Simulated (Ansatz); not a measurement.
# Mo7S12: the cost of one run

Method: DFT PBE+D3(BJ), scalar-relativistic, plane waves, PAW, in Ansatz 0.2.0.

3 further runs of the same task are left out: 3 set aside as unsound or not needed. Runs told in other sessions of the task aren't counted.

## (1) Starting point

Symmetry: R-3m, No. 166, trigonal system. Conventional cell: a = 3.133 Å, b = 3.133 Å, c = 17.877 Å, α = 90.00°, β = 90.00°, γ = 120.00°. Mo (site symmetry -3m) has 6 S at 2.42 Å in its first shell of neighbours. S (site symmetry 3m) has 3 Mo at 2.42 Å in its first shell of neighbours.

Structure file:

```cif
data_structure
_symmetry_space_group_name_H-M 'P 1'
_symmetry_Int_Tables_number 1
_cell_length_a 6.2275
_cell_length_b 6.2275
_cell_length_c 6.2275
_cell_angle_alpha 29.142
_cell_angle_beta 29.142
_cell_angle_gamma 29.142
_cell_volume 50.67
loop_
_atom_site_label
_atom_site_type_symbol
_atom_site_fract_x
_atom_site_fract_y
_atom_site_fract_z
_atom_site_occupancy
Mo1 Mo 0.00000 0.00000 0.00000 1
S1 S 0.75633 0.75633 0.75633 1
S2 S 0.24367 0.24367 0.24367 1
```

This cell was relaxed beforehand with the same method: volume 16.89 Å³/atom, gap on the mesh none (metal).

Reference energy of this cell: -6763.2632 eV (3 atoms, 18×18×18 mesh, zero smearing).

## (2) Cell: 2 of 14 S atoms taken out at random

From a supercell with 14 S sites, 2 are emptied at random; the cell stays neutral and all atoms are shaken by 0.02 Å.

The cell holds 7 Mo, 12 S: a = 7.643 Å, b = 7.643 Å, c = 7.643 Å, α = 65.69°, β = 65.69°, γ = 65.69°.

## (3) Relaxing on a coarse mesh

A cheap relaxation: coarse mesh, no symmetry, loose thresholds.

input.yaml reads:

```yaml
crystal:
  lattice:
    - [1.5667288585, 4.522756641, -5.9589012135]
    - [3.133457717, -3.6182053128, -5.9589012135]
    - [-4.7001865755, -0.9045513282, -5.9589012135]
  atoms:
    - { symbol: Mo, position: [0.4332288785, 0.8539369057, 0.7129771322] }
    - { symbol: Mo, position: [0.7177829981, 0.4285782169, 0.856900651] }
    - { symbol: Mo, position: [0.1462204794, 0.285389055, 0.5686735901] }
    - { symbol: Mo, position: [0.8570480821, 0.713641975, 0.4249166977] }
    - { symbol: Mo, position: [0.2880292112, 0.5710736385, 0.1401397558] }
    - { symbol: Mo, position: [0.5711136393, 0.1411137191, 0.2904618138] }
    - { symbol: Mo, position: [0.9996788831, 0.0025434482, 0.9983199851] }
    - { symbol: S, position: [0.68070688, 0.0956011536, 0.9543920123] }
    - { symbol: S, position: [0.9592043065, 0.6722749954, 0.1006574958] }
    - { symbol: S, position: [0.3896906859, 0.5347841106, 0.8134668744] }
    - { symbol: S, position: [0.0957310233, 0.9614730965, 0.6736601271] }
    - { symbol: S, position: [0.5253302916, 0.812820309, 0.3863986255] }
    - { symbol: S, position: [0.8166670949, 0.3898879145, 0.5330200422] }
    - { symbol: S, position: [0.2441321642, 0.2463460585, 0.2392013846] }
    - { symbol: S, position: [0.1756608709, 0.6215129299, 0.4729973389] }
    - { symbol: S, position: [0.4722059201, 0.1855668355, 0.6166907898] }
    - { symbol: S, position: [0.9009971844, 0.039449545, 0.3305241419] }
    - { symbol: S, position: [0.3310434444, 0.8918792374, 0.0453044165] }
    - { symbol: S, position: [0.7548991336, 0.7515615203, 0.7572124403] }
  symmetry: { detect: false }
basis:
  ecutwfc: 420
kpoints:
  mp_grid: { grid: [2, 2, 2], shift: [0.5, 0.5, 0.5] }
hamiltonian:
  xc: pbe
  dispersion: d3bj
scf:
  occupations: { method: gaussian, width: 0.1 }
  lower_state_search: "off"
output:
  forces: true
  stress: true
  eigenvalues: true
relax:
  adjacent_minimum: "off"
  f_tol: 0.04
  max_steps: 50
  cell: { stress_tol: 0.3 }
```

Run with:

```console
$ ansatz run input.yaml --threads 4 --pin off --max-ram 9216MiB --backend cpu --events-out ev --progress --plain --runs-dir out
```

Q: Estimate wall time and peak memory on 4 threads of Intel Xeon 6975P-C (Granite Rapids), shared host.

About 31 s, with a peak of 1 GiB.
